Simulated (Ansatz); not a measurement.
# WSe₂: a line through an energy map

How does the energy of WSe2 (P6_3/mmc, No. 194; 6 atoms in the cell) vary with shift of W1 along [1 2 0], at shift of W1 along [1 0 0] = 0.000 Å?

Program: Ansatz 0.2.0. Level of theory: DFT LDA+D3(BJ), scalar-relativistic, plane waves, PAW. These are calculated values, not measurements.

1 further run of the same task is left out (it didn't finish). Runs told in other sessions of the task aren't counted.

### Step 1. The system as given

The structure is hexagonal, space group P6_3/mmc (No. 194). The conventional cell has a = 3.208 Å, b = 3.208 Å, c = 12.228 Å, α = 90.00°, β = 90.00°, γ = 120.00°. W (site symmetry -6m2) has 6 Se at 2.50 Å in its first shell of neighbours. Se (site symmetry 3m) is surrounded by 3 W at 2.50 Å.

As a file:

```
W Se
1.0
     3.20767    0.00000    0.00000
    -1.60383    2.77792    0.00000
     0.00000    0.00000   12.22811
W Se
2 4
Direct
  0.33333 0.66667 0.25000
  0.66667 0.33333 0.75000
  0.33333 0.66667 0.61319
  0.66667 0.33333 0.11319
  0.33333 0.66667 0.88681
  0.66667 0.33333 0.38681
```

It is the result of an earlier relaxation at this level (volume 18.16 Å³/atom; gap on the mesh: 0.62 eV).

### Step 2. The scan

Atoms count from 1 in the order of the input.

One atom moved over a plane, all else fixed.

- shift of W1 along [1 0 0]: 7 values from −0.820 to 0.820 Å
- shift of W1 along [1 2 0]: 7 values from −0.820 to 0.820 Å

Nothing else is relaxed (all other atoms fixed). Energies count from the relaxed crystal. Points are written as (first, second).

### Step 3. Grid point (0.000 Å, −0.820 Å)

Contents of input.yaml:

```yaml
crystal:
  lattice:
    - [3.207666071, 0.0, 0.0]
    - [-1.6038330355, 2.7779203043, 0.0]
    - [0.0, 0.0, 12.2281123096]
  atoms:
    - { symbol: W, position: [0.1857409062, 0.3714818125, 0.25] }
    - { symbol: W, position: [0.6666666667, 0.3333333333, 0.75] }
    - { symbol: Se, position: [0.3333333333, 0.6666666667, 0.6131927308] }
    - { symbol: Se, position: [0.6666666667, 0.3333333333, 0.1131927308] }
    - { symbol: Se, position: [0.3333333333, 0.6666666667, 0.8868072692] }
    - { symbol: Se, position: [0.6666666667, 0.3333333333, 0.3868072692] }
basis:
  ecutwfc: 420
kpoints:
  mp_grid: { grid: [12, 12, 4] }
hamiltonian:
  xc: lda
  pseudopotentials: { kind: paw, azcp: { folder: soft_1 } }
  dispersion: d3bj
scf:
  occupations: { method: gaussian, width: 0.05 }
output:
  forces: true
  stress: true
  eigenvalues: true
  write_density: true
  write_potential: true
  elf: true
  volumetric_format: npy
```

Launch:

```
ansatz run input.yaml --threads 2 --pin off --max-ram 4096MiB --backend cpu --events-out ev --progress --plain --runs-dir out
```

Further runs follow: the other points of the line.

What does the calculation give? Wanted: for each run, shift of W1 along [1 2 0]; energy; slope; pressure; largest force on an atom.

**Answer**, as computed:

```
shift of W1 along [1 2 0] (Å)  step  energy (eV)  slope (eV per Å)  pressure (GPa)  band gap on the k-mesh (eV)  largest force on an atom (eV/Å)
                       −0.820     3          3.5              −2.1             9.3                         0.00                              3.9
                       −0.547     4          2.3              −6.2             6.2                         0.04                              6.2
                       −0.273     5          0.7              −4.7             2.0                         0.58                              4.7
                        0.000     –          0.0               0.0             0.0                         0.62                              0.0
                        0.273     6          0.8               5.8             2.6                         0.71                              5.8
                        0.547     7          3.1              11.1            11.5                         0.00                             11.1
                        0.820     8          6.9              17.5            26.7                         0.00                             17.5
```

Energies count from the relaxed crystal. Rows without a step come from runs not printed here or follow by symmetry. Slopes come from the forces (and the stress, where the cell changes), not from differences of energies.

**Reading.** The lowest point computed on the line is at 0.000 Å, 0.0 eV from the zero. A fit to energies and slopes at the lowest point and its two neighbours puts the minimum at 0.0000 Å, with a curvature of about 20 eV per Å². The well is lopsided: two grid steps out, the energy rises by 2.3 eV towards smaller values and 3.1 eV towards larger ones. The highest point computed, at 0.820 Å, lies 6.9 eV above the lowest. The gap on the mesh reads zero on part of the line; semilocal functionals close small gaps early. This is one cut through a surface in two coordinates; it holds the lowest point sampled, which need not be a minimum. The host is rigid and the atom is kept to this plane, so wells and barriers of the map are not those of diffusion. The gap on the mesh closes on part of the grid. Spin-orbit coupling is left out, which matters for the bands of W. Where forces pass 15 eV/Å atoms stand far too close, the PAW spheres overlap strongly and those numbers are rough.
